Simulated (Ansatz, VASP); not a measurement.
## Two plane-wave programs on Sn2Ge

File INCAR:

```
SYSTEM = Sn2Ge
PREC = Accurate
ENCUT = 600
EDIFF = 1E-6
ISMEAR = 0
SIGMA = 0.1
LREAL = .FALSE.
LASPH = .TRUE.
NELM = 60
ALGO = Fast
ISIF = 3
LWAVE = .FALSE.
LCHARG = .FALSE.
GGA = PE
IBRION = 2
NSW = 100
EDIFFG = -0.05
```

File KPOINTS:

```
regular mesh
0
G
  6 6 6
  0 0 0
```

POSCAR

```
Sn2Ge
1.0
    0.0000000000      3.1429694073      3.1429694073
    3.1429694073      0.0000000000      3.1429694073
    3.1429694073      3.1429694073      0.0000000000
Sn Ge
2 1
Direct
    0.7500000000      0.7500000000      0.7500000000
    0.2500000000      0.2500000000      0.2500000000
    0.0000000000      0.0000000000      0.0000000000
```

Input for Ansatz:

```yaml
crystal:
  lattice:
    - [0.0, 3.1429694073, 3.1429694073]
    - [3.1429694073, 0.0, 3.1429694073]
    - [3.1429694073, 3.1429694073, 0.0]
  atoms:
    - { symbol: Sn, position: [0.75, 0.75, 0.75] }
    - { symbol: Sn, position: [0.25, 0.25, 0.25] }
    - { symbol: Ge, position: [0.0, 0.0, 0.0] }
basis:
  ecutwfc: 420
kpoints:
  mp_grid: { grid: [6, 6, 6] }
hamiltonian:
  xc: pbe
scf:
  occupations: { method: gaussian, width: 0.1 }
output:
  forces: true
  stress: true
  eigenvalues: true
relax:
  adjacent_minimum: "off"
  f_tol: 0.05
  max_steps: 80
  cell: { stress_tol: 0.5 }
```

The cell comes from a database or a generator and needn't be the stable form of this composition.

Alike in both runs: task relaxation of cell and atoms; functional PBE; k mesh 6 × 6 × 6; occupations gaussian, width 0.1 eV; no spin polarisation.

|  | VASP | Ansatz |
| --- | --- | --- |
| version | VASP 6.6.1 | Ansatz 0.2.0 |
| potentials or method | VASP PAW PBE potentials, release 64 (Sn_d, Ge_d) | scalar-relativistic, plane waves, PAW |
| plane-wave cutoff (eV) | 600 | 420 |
| valence electrons in the cell | 42 | 42 |

|  | VASP | Ansatz | Ansatz less VASP |
| --- | --- | --- | --- |
| gap on the k mesh at the Fermi level, each at its own relaxed structure (eV) | none | none | - |
| relaxed volume (Å³/atom) | 28.66 | 28.33 | -0.327 |
| relaxed cell length with the largest relative difference (Å) | 4.954 | 4.935 | -0.0189 |
| energy change over the relaxation (meV/atom) | -524 | -524 | -0.5 |

A gap of «none» marks a metal or a gap that the smearing closes.

Caveats: the volume moved by over 15 % at a fixed basis, so the end points are rough (VASP).
